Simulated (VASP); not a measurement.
# PbSe (Clausthalite) (Fm-3m) in VASP: further runs, part 2 of 3

VASP 6.6.1. Earlier steps stand in the parts before.

### 4 Born charges and dielectric tensor, LDA

Contents of INCAR:

```
ALGO     = Normal         # electronic algorithm
EDIFF    = 1E-8           # SCF threshold, eV
ENCUT    = 520            # plane-wave cutoff, eV
GGA      = CA             # functional
IBRION   = 8              # ionic algorithm
ISIF     = 2              # what is computed and relaxed
ISMEAR   = -1             # smearing method
LASPH    = True           # aspherical terms in the spheres
LCHARG   = False          # write CHGCAR
LEPSILON = True           # dielectric tensor by DFPT
LREAL    = False          # projectors in reciprocal space
LWAVE    = False          # write WAVECAR
NELM     = 60             # most SCF steps
PREC     = Accurate       # precision mode
SIGMA    = 0.05           # smearing width, eV
```

Contents of KPOINTS:

```
k-points
0
Gamma
  8 8 8
```

Contents of POSCAR:

```
PbSe
1.0
    0.0000000000      3.0606500000      3.0606500000
    3.0606500000      0.0000000000      3.0606500000
    3.0606500000      3.0606500000      0.0000000000
Pb Se
1 1
Direct
    0.0000000000      0.0000000000      0.0000000000
    0.5000000000      0.5000000000      0.5000000000
```

Potentials or basis: VASP PAW LDA potentials, release 64 (Pb_d, Se).

The run is started by

```sh
> cat potpaw_LDA.64/Pb_d/POTCAR potpaw_LDA.64/Se/POTCAR > POTCAR
> mpirun -np 1 vasp_std > vasp.out
```

OUTCAR:

```text
EDIFF = 1E-8
   ENCUT = 520
   GGA = CA
   IBRION = 8
   ISIF = 2
   ISMEAR = -1
   LASPH = True
   LEPSILON = True
   LREAL = False
   NELM = 60
   PREC = Accurate

 ion  position               nearest neighbor table
   1  0.000  0.000  0.000-   2 3.06   2 3.06   2 3.06   2 3.06   2 3.06   2 3.06
   2  0.500  0.500  0.500-   1 3.06   1 3.06   1 3.06   1 3.06   1 3.06   1 3.06

  LATTYP: Found a face centered cubic cell.
 ALAT       =     6.1213000000

  Lattice vectors:

 A1 = (   0.0000000000,   3.0606500000,   3.0606500000)
 A2 = (   3.0606500000,   0.0000000000,   3.0606500000)
 A3 = (   3.0606500000,   3.0606500000,   0.0000000000)

Analysis of symmetry for initial positions (statically):
=====================================================================
 Subroutine PRICEL returns:
 Original cell was already a primitive cell.

 Routine SETGRP: Setting up the symmetry group for a
 face centered cubic supercell.

 Subroutine GETGRP returns: Found 48 space group operations
 (whereof 48 operations were pure point group operations)
 out of a pool of 48 trial point group operations.

The static configuration has the point symmetry O_h .

Analysis of symmetry for dynamics (positions and initial velocities):
=====================================================================
 Subroutine PRICEL returns:
 Original cell was already a primitive cell.

 Routine SETGRP: Setting up the symmetry group for a
 face centered cubic supercell.

 Subroutine GETGRP returns: Found 48 space group operations
 (whereof 48 operations were pure point group operations)
 out of a pool of 48 trial point group operations.

[... 665 lines left out ...]
  --------------------------------------------------------------------------------
  x     0.00000     0.00000     0.00000     0.00000     0.00000     0.00000
  y     0.00000     0.00000     0.00000     0.00000     0.00000     0.00000
  z     0.00000     0.00000     0.00000     0.00000     0.00000     0.00000

 BORN EFFECTIVE CHARGES (including local field effects) (in |e|, cummulative output)
 ---------------------------------------------------------------------------------
 ion    1
    1     3.07547     0.00000     0.00000
    2     0.00000     3.07547     0.00000
    3     0.00000     0.00000     3.07547
 ion    2
    1    -3.07547     0.00000     0.00000
    2     0.00000    -3.07547     0.00000
    3     0.00000     0.00000    -3.07547

 INTERNAL STRAIN TENSOR FOR ION    2 for displacements in x,y,z  (eV/Angst):
          X           Y           Z          XY          YZ          ZX
  --------------------------------------------------------------------------------
  x     0.00000     0.00000     0.00000     0.00000     0.00000     0.00000
  y     0.00000     0.00000     0.00000     0.00000     0.00000     0.00000
  z     0.00000     0.00000     0.00000     0.00000     0.00000     0.00000

 SECOND DERIVATIVES (NOT SYMMETRIZED)
 ------------------------------------
               1X          1Y          1Z          2X          2Y          2Z
  1X    -0.115135    0.000000    0.000000    0.115135    0.000000    0.000000
  1Y     0.000000   -0.115135    0.000000    0.000000    0.115135    0.000000
  1Z     0.000000    0.000000   -0.115135    0.000000    0.000000    0.115135
  2X     0.109028    0.000000    0.000000   -0.109028    0.000000    0.000000
  2Y     0.000000    0.109028    0.000000    0.000000   -0.109028    0.000000
  2Z     0.000000    0.000000    0.109028    0.000000    0.000000   -0.109028

 Eigenvectors and eigenvalues of the dynamical matrix
 ----------------------------------------------------

   1 f  =    0.688002 THz     4.322842 2PiTHz   22.949264 cm-1     2.845345 meV
             X         Y         Z           dx          dy          dz
      0.000000  0.000000  0.000000     0.000000    0.535738    0.000000
      3.060650  3.060650  3.060650     0.000000   -0.844384    0.000000
[... 21 lines left out ...]
   6 f/i=    0.008480 THz     0.053284 2PiTHz    0.282874 cm-1     0.035072 meV
             X         Y         Z           dx          dy          dz
      0.000000  0.000000  0.000000     0.000000    0.000000    0.844384
      3.060650  3.060650  3.060650     0.000000    0.000000    0.535738

--------------------------------------------------------------------------------------------------------

 MACROSCOPIC STATIC DIELECTRIC TENSOR IONIC CONTRIBUTION
 ------------------------------------------------------
         266.208480     0.000000     0.000000
           0.000000   266.208480     0.000000
           0.000000     0.000000   266.208480
 ------------------------------------------------------

 ELASTIC MODULI CONTR FROM IONIC RELAXATION (kBar)
 Direction    XX          YY          ZZ          XY          YZ          ZX
 --------------------------------------------------------------------------------
 XX           0.0000      0.0000      0.0000      0.0000      0.0000      0.0000
 YY           0.0000      0.0000      0.0000      0.0000      0.0000      0.0000
 ZZ           0.0000      0.0000      0.0000      0.0000      0.0000      0.0000
 XY           0.0000      0.0000      0.0000      0.0000      0.0000      0.0000
 YZ           0.0000      0.0000      0.0000      0.0000      0.0000      0.0000
 ZX           0.0000      0.0000      0.0000      0.0000      0.0000      0.0000
 --------------------------------------------------------------------------------

 PIEZOELECTRIC TENSOR IONIC CONTR  for field in x, y, z        (C/m^2)
          XX          YY          ZZ          XY          YZ          ZX
  --------------------------------------------------------------------------------
  x     0.00000     0.00000     0.00000     0.00000     0.00000     0.00000
  y     0.00000     0.00000     0.00000     0.00000     0.00000     0.00000
  z     0.00000     0.00000     0.00000     0.00000     0.00000     0.00000
```

OSZICAR:

```text
N       E                     dE             d eps       ncg     rms          rms(c)
DAV:   1     0.158590701148E+03    0.15859E+03   -0.96553E+03   820   0.145E+03
DAV:   2     0.288085502304E+01   -0.15571E+03   -0.15190E+03   878   0.354E+02
DAV:   3    -0.943339625352E+01   -0.12314E+02   -0.12250E+02  1058   0.104E+02
DAV:   4    -0.972336362291E+01   -0.28997E+00   -0.28982E+00   900   0.192E+01
[... 12 lines left out ...]
RMM:   8    -0.852526047410E-01    0.37891E-05   -0.38801E-08  2893   0.135E-03    0.161E-04
RMM:   9    -0.852517514756E-01    0.85327E-06   -0.17744E-08  3035   0.585E-04    0.659E-05
RMM:  10    -0.852518828427E-01   -0.13137E-06   -0.25336E-08  3006   0.239E-04    0.226E-05
RMM:  11    -0.852519169565E-01   -0.34114E-07   -0.52931E-08  3047   0.135E-04    0.333E-06
RMM:  12    -0.852519110879E-01    0.58685E-08   -0.44429E-08  2907   0.102E-04    0.960E-07
 Linear response finished
```

Run time: 3.8 min. Hardware: 1 thread of Intel Xeon Platinum 8488C (Sapphire Rapids), shared host; peak memory 0.28 GiB.

What came out:

- Band gap on the k mesh: 0.16 eV, direct
- Electronic dielectric tensor (diagonal): 65.82
- Born charges (mean of the diagonal): Pb +3.08; Se -3.08 e
- Highest phonon frequency at Γ, LO-TO splitting left out: 23 cm⁻¹

Levels at points of the mesh, in eV from the valence-band top:
```tsv
k point	band 7	band 8	band 9	band 10	band 11	band 12	band 13	band 14
(0.00, 0.00, 0.00)	-6.38	-1.87	-1.87	-1.87	4.60	4.60	4.60	6.48
(0.50, 0.00, 0.00)	-8.86	-1.45	-1.45	0.00	0.16	1.61	1.61	8.41
(0.50, 0.50, 0.00)	-7.45	-5.02	-3.25	-3.25	3.61	5.51	5.51	5.94
```

Phonon frequencies in cm⁻¹ (negative: imaginary):
```csv
q point,frequencies
"(0.000, 0.000, 0.000)",0 0 0 23 23 23
```

Electronic dielectric tensor:
```
65.82  0.00  0.00
 0.00 65.82  0.00
 0.00  0.00 65.82
```

Born effective charge tensors (e):
atom 1, Pb
```
3.08 0.00 0.00
0.00 3.08 0.00
0.00 0.00 3.08
```
atom 2, Se
```
-3.08  0.00  0.00
 0.00 -3.08  0.00
 0.00  0.00 -3.08
```

Caveat: the gap is small at this level, which inflates the dielectric constant; spin-orbit coupling is left out, which as a rule narrows the gap of such compounds by several tenths of an eV.

(Continued in part 3 of 3.)
